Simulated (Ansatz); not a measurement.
LaAlO$_{3}$ (R-3c-perovskite type, space group R-3c)

```xyz
10
Lattice="2.7062 1.5624 4.3975 -2.7062 1.5624 4.3975 0.0000 -3.1249 4.3975" Properties=species:S:1:pos:R:3 pbc="T T T"
La     0.0000     0.0000     3.2981
La     0.0000     0.0000     9.8944
Al     0.0000     0.0000     0.0000
Al     0.0000     0.0000     6.5963
O      0.2094     1.5624     7.6956
O     -1.4578    -0.5998     7.6956
O      1.2484    -0.9626     7.6956
O     -0.2094    -1.5624     5.4969
O      1.4578     0.5998     5.4969
O     -1.2484     0.9626     5.4969
```

The slice is a (-1 0 1 2) plane (indices of the conventional cell) through the point (0.000, 0.000, 0.000) (fractional), spanned by u = [100] and v = [0 1 -1] in vectors of this cell: u (5.39 Å) and v (5.41 Å, at 90° to u). It covers one period; positions are fractions (u, v).

Calculation: PBE (plane waves to 420 eV, PAW, scalar-relativistic; Ansatz, an electronic-structure program). k mesh 8×8×8. Inside the PAW spheres the values are not all-electron values, and peaks at nuclei hang on which shells count as valence. LaAlO3 is run without spin polarisation. LaAlO3 was relaxed with its symmetry unable to fall. The PAW data are Ansatz's earlier set.

Question: Around which element is the density of the highest valence band (whole band, smooth part) largest on this plane?

Answer: O. Mean over a disc round each atom, of radius 0.45 times the shortest bond: O 0.056, Al 0.001 e/Å³.

Question: Around which element is the density of the lowest conduction band (whole band as if filled, smooth part) largest on this plane?

Answer: O. Mean over a disc round each atom, of radius 0.45 times the shortest bond: O 0.003, Al 0.000 e/Å³.

Question: Predict the map of the electrostatic potential energy of an electron, from the cell's mean on the slice.

Answer: 
```
|xxxx -#@@@%%##%@@@#= xxx|
|xxx  -+*%@@%%%@@@@%+  xx|
|xx  .xxxx#@@@@@@@%*=:  x|
|   :xxxxxx%@@@@@xxxxx.  |
|-=+=xxxxxx*%@@@%xxxxxx=-|
|##%+xxxxxx+###%+xxxxxx+#|
|@@@%xxxxxx=--=+=xxxxxx*%|
|@@@@xxxxx.     :xxxxxx%@|
|@@@@@%*=:  xxx  .xxxx#@@|
|%%@@@@%+  xxxxx  -+*%@@%|
|##%@@@#= xxxxxxx -#@@@%%|
|##%@@@#- xxxxxxx -#@@@%#|
|#%%@@@#- xxxxxxx =#@@@%#|
|%%@@%*+-  xxxxx  +%@@@@%|
|@@@#xxxx.  xxx  :=*%@@@@|
|@@%xxxxxx:     .xxxxx@@@|
|@%*xxxxxx=+=--=xxxxxx%@@|
|##+xxxxxx+%###+xxxxxx+%#|
|--=xxxxxx%@@@%*xxxxxx=+=|
|   .xxxxx@@@@@%xxxxxx:  |
|xx  :=*%@@@@@@@#xxxx.  x|
|xxx  +%@@@@%%%@@%*+-  xx|
|xxxx =#@@@%##%%@@@#- xxx|
|xxxx -#@@@%###%@@@#- xxx|
```
Scale: ten equal steps from 1.00 (start of ' ') to 9.37 (end of '@'), in the order ' .:-=+*#%@'. Values: electrostatic potential energy of an electron, from the cell's mean, in eV. The map has 24 points along u (one character each, u = 0 at the left) and 24 along v (v = 0 in the bottom row). Points within 0.8 Å of a nucleus are blanked (x), as the pseudised field means little there. Values under 1 eV are set to 1. The zero, the cell's mean, hangs on the PAW cores.
